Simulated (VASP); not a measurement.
Set up this calculation in VASP 6.6.1, as the native input.

```yaml
Task: relaxation of cell and atoms
Functional: r2SCAN
Potentials_or_basis: VASP PAW PBE potentials, release 64 (Bi_d)
Cutoff: 600 eV
k_mesh: 14 × 14 × 14
Occupations: methfessel-paxton, width 0.1 eV
Spin: no spin polarisation
Further_INCAR_settings: ALGO = Normal; EDIFF = 1e-06; IBRION = 2; EDIFFG = -0.01; NSW = 90; ISIF = 3
```

The structure of Bi lies in POSCAR:

```
Bi
1.0
   -1.9814305318      1.9814305318      1.9814305318
    1.9814305318     -1.9814305318      1.9814305318
    1.9814305318      1.9814305318     -1.9814305318
Bi
1
Direct
    0.0000000000      0.0000000000      0.0000000000
```

This isn't the form of Bi at room conditions, which is rhombohedral.

These files were run (other wordings do the same):

INCAR

```
ALGO = Normal
EDIFF = 1E-6
EDIFFG = -0.01
ENCUT = 600
IBRION = 2
ISIF = 3
ISMEAR = 1
LASPH = T
LCHARG = F
LMIXTAU = T
LREAL = F
LWAVE = F
METAGGA = R2SCAN
NELM = 80
NSW = 90
PREC = Accurate
SIGMA = 0.1
```

KPOINTS

```
k-points
0
Gamma
  14 14 14
```

Potentials or basis: VASP PAW PBE potentials, release 64 (Bi_d).

Launch:

```sh
$ cat potpaw_PBE.64/Bi_d/POTCAR > POTCAR
$ mpirun -np 1 vasp_std > vasp.out
```

Results of the run:

* Relaxed volume: 31.09 Å³/atom
* Relaxed cell: a = 3.431 Å, b = 3.431 Å, c = 3.431 Å, α = 109.47°, β = 109.47°, γ = 109.47°
* Space group after relaxing (to 0.05 Å): Im-3m (No. 229)
* Energy gained by relaxing: 0.0 meV/atom
* Ionic steps: 3
* Pressure after relaxing: 0.0 GPa
* Band gap on the k mesh: none (metal or under the smearing width)

Caveat: the PAW data sets were made with another functional, which shifts forces and pressure a little; spin-orbit coupling is left out, which moves the levels of the heavy elements.

It took 2.5 min on 1 thread of Intel(R) Xeon(R) 6975P-C (Granite Rapids) (shared host), peak memory 0.2 GiB.
